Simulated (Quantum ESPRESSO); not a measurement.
A run of Quantum ESPRESSO 7.5:

pw.in

```
&CONTROL
  calculation = 'scf'
  prefix = 'pwscf'
  outdir = './tmp'
  pseudo_dir = './pseudo'
  tprnfor = .true.
  tstress = .true.
  disk_io = 'low'
/
&SYSTEM
  ibrav = 0
  A = 3.8227
  nat = 8
  ntyp = 2
  ecutwfc = 45
  ecutrho = 360
  nbnd = 67
  occupations = 'smearing'
  smearing = 'fd'
  degauss = 0.00367493
/
&ELECTRONS
  conv_thr = 1.6d-09
  electron_maxstep = 120
  mixing_beta = 0.5
/
ATOMIC_SPECIES
Zn    65.3800 zn_pbe_v1.uspp.F.UPF
S     32.0600 s_pbe_v1.4.uspp.F.UPF
CELL_PARAMETERS alat
   1.0000000000    0.0000000000    0.0000000000
  -0.5000000000    0.8660254038    0.0000000000
   0.0000000000    0.0000000000    3.2751719988
ATOMIC_POSITIONS alat
Zn     0.5000000000    0.2886751346    2.4563789991
Zn    -0.0000000001    0.5773502692    0.8187929997
Zn     0.0000000000    0.0000000000    1.6375859994
Zn     0.0000000000    0.0000000000    0.0000000000
S      0.5000000000    0.2886751346    3.0704737489
S     -0.0000000001    0.5773502692    1.4328877495
S      0.0000000000    0.0000000000    2.2516807492
S      0.0000000000    0.0000000000    0.6140947498
K_POINTS automatic
8 8 3 0 0 0
```

Contents of bands.in:

```
&CONTROL
  calculation = 'bands'
  prefix = 'pwscf'
  outdir = './tmp'
  pseudo_dir = './pseudo'
  disk_io = 'low'
  verbosity = 'high'
/
&SYSTEM
  ibrav = 0
  A = 3.8227
  nat = 8
  ntyp = 2
  ecutwfc = 45
  ecutrho = 360
  nbnd = 67
  occupations = 'smearing'
  smearing = 'fd'
  degauss = 0.00367493
/
&ELECTRONS
  conv_thr = 1d-08
  electron_maxstep = 120
  mixing_beta = 0.5
  diago_full_acc = .true.
/
ATOMIC_SPECIES
Zn    65.3800 zn_pbe_v1.uspp.F.UPF
S     32.0600 s_pbe_v1.4.uspp.F.UPF
CELL_PARAMETERS alat
   1.0000000000    0.0000000000    0.0000000000
  -0.5000000000    0.8660254038    0.0000000000
   0.0000000000    0.0000000000    3.2751719988
ATOMIC_POSITIONS alat
Zn     0.5000000000    0.2886751346    2.4563789991
Zn    -0.0000000001    0.5773502692    0.8187929997
Zn     0.0000000000    0.0000000000    1.6375859994
Zn     0.0000000000    0.0000000000    0.0000000000
S      0.5000000000    0.2886751346    3.0704737489
S     -0.0000000001    0.5773502692    1.4328877495
S      0.0000000000    0.0000000000    2.2516807492
S      0.0000000000    0.0000000000    0.6140947498
K_POINTS crystal
60
 0.0000000000  0.0000000000  0.0000000000 1
 0.0555555556  0.0000000000  0.0000000000 1
 0.1111111111  0.0000000000  0.0000000000 1
 0.1666666667  0.0000000000  0.0000000000 1
 0.2222222222  0.0000000000  0.0000000000 1
 0.2777777778  0.0000000000  0.0000000000 1
 0.3333333333  0.0000000000  0.0000000000 1
 0.3888888889  0.0000000000  0.0000000000 1
 0.4444444444  0.0000000000  0.0000000000 1
 0.5000000000  0.0000000000  0.0000000000 1
 0.4666666667  0.0666666667  0.0000000000 1
 0.4333333333  0.1333333333  0.0000000000 1
 0.4000000000  0.2000000000  0.0000000000 1
 0.3666666667  0.2666666667  0.0000000000 1
 0.3333333333  0.3333333333  0.0000000000 1
 0.3000000000  0.3000000000  0.0000000000 1
 0.2666666667  0.2666666667  0.0000000000 1
 0.2333333333  0.2333333333  0.0000000000 1
 0.2000000000  0.2000000000  0.0000000000 1
 0.1666666667  0.1666666667  0.0000000000 1
 0.1333333333  0.1333333333  0.0000000000 1
 0.1000000000  0.1000000000  0.0000000000 1
 0.0666666667  0.0666666667  0.0000000000 1
 0.0333333333  0.0333333333  0.0000000000 1
 0.0000000000  0.0000000000  0.0000000000 1
 0.0000000000  0.0000000000  0.2500000000 1
 0.0000000000  0.0000000000  0.5000000000 1
 0.0555555556  0.0000000000  0.5000000000 1
 0.1111111111  0.0000000000  0.5000000000 1
 0.1666666667  0.0000000000  0.5000000000 1
 0.2222222222  0.0000000000  0.5000000000 1
 0.2777777778  0.0000000000  0.5000000000 1
 0.3333333333  0.0000000000  0.5000000000 1
 0.3888888889  0.0000000000  0.5000000000 1
 0.4444444444  0.0000000000  0.5000000000 1
 0.5000000000  0.0000000000  0.5000000000 1
 0.4666666667  0.0666666667  0.5000000000 1
 0.4333333333  0.1333333333  0.5000000000 1
 0.4000000000  0.2000000000  0.5000000000 1
 0.3666666667  0.2666666667  0.5000000000 1
 0.3333333333  0.3333333333  0.5000000000 1
 0.3076923077  0.3076923077  0.5000000000 1
 0.2820512821  0.2820512821  0.5000000000 1
 0.2564102564  0.2564102564  0.5000000000 1
 0.2307692308  0.2307692308  0.5000000000 1
 0.2051282051  0.2051282051  0.5000000000 1
 0.1794871795  0.1794871795  0.5000000000 1
 0.1538461538  0.1538461538  0.5000000000 1
 0.1282051282  0.1282051282  0.5000000000 1
 0.1025641026  0.1025641026  0.5000000000 1
 0.0769230769  0.0769230769  0.5000000000 1
 0.0512820513  0.0512820513  0.5000000000 1
 0.0256410256  0.0256410256  0.5000000000 1
 0.0000000000  0.0000000000  0.5000000000 1
 0.5000000000  0.0000000000  0.5000000000 1
 0.5000000000  0.0000000000  0.2500000000 1
 0.5000000000  0.0000000000  0.0000000000 1
 0.3333333333  0.3333333333  0.0000000000 1
 0.3333333333  0.3333333333  0.2500000000 1
 0.3333333333  0.3333333333  0.5000000000 1
```

Potentials or basis: GBRV 1.5 PBE.

Launch:

```bash
$ OMP_NUM_THREADS=1 pw.x -in pw.in > pw.out
$ OMP_NUM_THREADS=1 pw.x -in bands.in > bands.out
```

Hardware: 1 thread of Arm Neoverse V2, with other jobs on the host.

Problem. How long does it take, and how much memory?

Solution. Wall time 9 min on 1 thread of Arm Neoverse V2, on a shared host, peak memory 0.59 GiB. Counts: scf iterations 10, k pools 1, bands 67, k points 20, g dense 123371.
